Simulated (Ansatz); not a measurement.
N vacancy in GaN

Computed with the plane-wave PAW code Ansatz (scalar-relativistic, PAW set soft_2): PBE, collinear spin, 420 eV cutoff, k-mesh 2×2×2 shifted by half a step.

The relaxed host crystal (Kohn–Sham gap 1.71 eV over the whole zone):

```
CELL_PARAMETERS angstrom
3.21836 0.00000 0.00000
-1.60918 2.78718 0.00000
0.00000 0.00000 5.24311
ATOMIC_POSITIONS crystal
Ga 0.66667 0.33333 0.49913
Ga 0.33333 0.66667 0.99913
N 0.66667 0.33333 0.87587
N 0.33333 0.66667 0.37587
```

Supercell of 36 atoms, rows of the matrix [[2,1,1],[-1,1,1],[-1,-2,1]] times the cell vectors; N vacancy at (0.667, 0.333, 0.876) in fractions of the cell above. Atoms are relaxed at the host's cell, from a start shaken by 0.03 Å near the defect; charged cells sit in a uniform background.

Distances from the empty N site (Å), by shell of the perfect crystal:

```csv
shell,perfect crystal,charge +3,charge +1,charge 0
4 Ga,1.97,2.35 (2.33 to 2.42),1.99 (1.98 to 2.01),1.91 (1.91 to 1.93)
12 N,3.22,3.22 (3.21 to 3.23),3.20 (3.19 to 3.21),3.21 (3.20 to 3.21)
1 Ga,3.27,3.27,3.27,3.27
```

```
charge  moment of the cell (μB)  gap of the cell on the mesh (eV)                                carriers
    +3                     0.00                              1.50                       none in the bands
    +1                     0.00                              2.38                       none in the bands
     0                     1.00                              0.15  in a band of the host or near its edge
```

On this mesh the host's own supercell has a gap of 3.09 eV.

At charge 0 a carrier lies in a band of the host or at its edge (levels aligned by the semicore states), so it isn't shown to be bound to the defect (semilocal functionals spread carriers too far and can miss a bound one), and no level is taken from that state.

No formation energy is given, since the neutral cell holds a carrier in a band.

Relaxed cell at charge +1:

```
GaN V_N charge 1
1.0
     4.8275    2.7872    5.2431
    -4.8275    2.7872    5.2431
     0.0000   -5.5744    5.2431
Ga N
18 17
Direct
  0.3866 0.3868 0.7204
  0.3881 0.7226 0.3876
  0.7223 0.0540 0.7220
  0.3881 0.0539 0.0562
  0.7223 0.3883 0.3876
  0.0537 0.7226 0.7220
  0.7220 0.7223 0.0559
  0.0551 0.0553 0.3890
  0.0537 0.3883 0.0562
  0.4430 0.7796 0.7768
  0.4431 0.1112 0.4450
  0.7799 0.4431 0.7767
  0.4427 0.4431 0.1139
  0.7782 0.7784 0.4442
  0.1111 0.1113 0.7770
  0.7782 0.1105 0.1121
  0.1111 0.4433 0.4449
  0.1103 0.7784 0.1121
  0.5144 0.8460 0.5149
  0.8457 0.1812 0.8483
  0.5144 0.1811 0.1797
  0.8458 0.5147 0.5148
  0.1809 0.8460 0.8483
  0.8471 0.8474 0.1810
  0.1809 0.1811 0.5148
  0.1809 0.5147 0.1797
  0.2374 0.5705 0.5712
  0.2361 0.9034 0.2370
  0.5701 0.2377 0.5713
  0.2374 0.2377 0.9041
  0.5691 0.5694 0.2346
  0.9031 0.9034 0.5700
  0.5691 0.9008 0.9030
  0.9031 0.2363 0.2370
  0.9006 0.5694 0.9030
```

Caveats: at charge +3: net starting moment lost; at charge +1: net starting moment lost; semilocal functionals make gaps too small, which shifts levels too; small supercell, so energies and levels can be off by tenths of an eV; one random start near the defect, so other minima are possible.
